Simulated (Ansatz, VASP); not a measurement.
# Two plane-wave programs on TaN

Contents of INCAR:

```
PREC = Accurate
ENCUT = 520
EDIFF = 1E-7
ISMEAR = 0
SIGMA = 0.15
LREAL = F
LASPH = T
NELM = 80
ALGO = Normal
ISIF = 2
LWAVE = F
LCHARG = F
GGA = CA
NBANDS = 15
```

The input KPOINTS:

```
Automatic mesh
0
Gamma
  18 18 18
```

Contents of POSCAR:

```
TaN
1.0
    0.0000000000      2.1738356505      2.1738356505
    2.1738356505      0.0000000000      2.1738356505
    2.1738356505      2.1738356505      0.0000000000
Ta N
1 1
Direct
    0.4989139126      0.5010860874      0.5010860874
    0.0140304995     -0.0140304995     -0.0140304995
```

Input for Ansatz:

```yaml
crystal:
  lattice:
    - [0.0, 2.1738356505, 2.1738356505]
    - [2.1738356505, 0.0, 2.1738356505]
    - [2.1738356505, 2.1738356505, 0.0]
  atoms:
    - { symbol: Ta, position: [0.4989139126, 0.5010860874, 0.5010860874] }
    - { symbol: "N", position: [0.0140304995, -0.0140304995, -0.0140304995] }
basis:
  ecutwfc: 520.0
kpoints:
  mp_grid: { grid: [18, 18, 18] }
hamiltonian:
  xc: lda
  pseudopotentials: { kind: paw, azcp: { folder: soft_1 } }
scf:
  occupations: { method: gaussian, width: 0.15 }
output:
  forces: true
  stress: true
  eigenvalues: true
```

Change from the starting cell: mode 4 frozen in at -0.061 Å, equal normal strain along x, y and z +0.0000.

Alike in both runs: task single point; functional LDA; k mesh 18 × 18 × 18; occupations gaussian, width 0.15 eV; no spin polarisation.

```csv
,VASP,Ansatz
version,VASP 6.6.1,Ansatz 0.2.0
potentials or method,"VASP PAW LDA potentials, release 64 (Ta_pv, N)","scalar-relativistic, plane waves, PAW"
plane-wave cutoff (eV),520,520
valence electrons in the cell,16,18
```

Ansatz gave:

* gap on the k mesh at the Fermi level (eV): none
* pressure (GPa): 0.7
* largest component of the traceless stress (GPa): 1.60
* rms of the force components (eV/Å): 0.341

Which values does VASP return?

gap on the k mesh at the Fermi level (eV): none; pressure (GPa): 3.0; largest component of the traceless stress (GPa): 1.62; rms of the force components (eV/Å): 0.346.

Atom by atom the forces differ by 0.005 eV/Å (rms over components). A gap of «none» marks a metal or a gap that the smearing closes. The two sets of potentials don't hold the same shells in valence. Ansatz warned: «pseudo_functional_mismatch».

Spin-orbit coupling is left out, which matters for the levels of Ta.
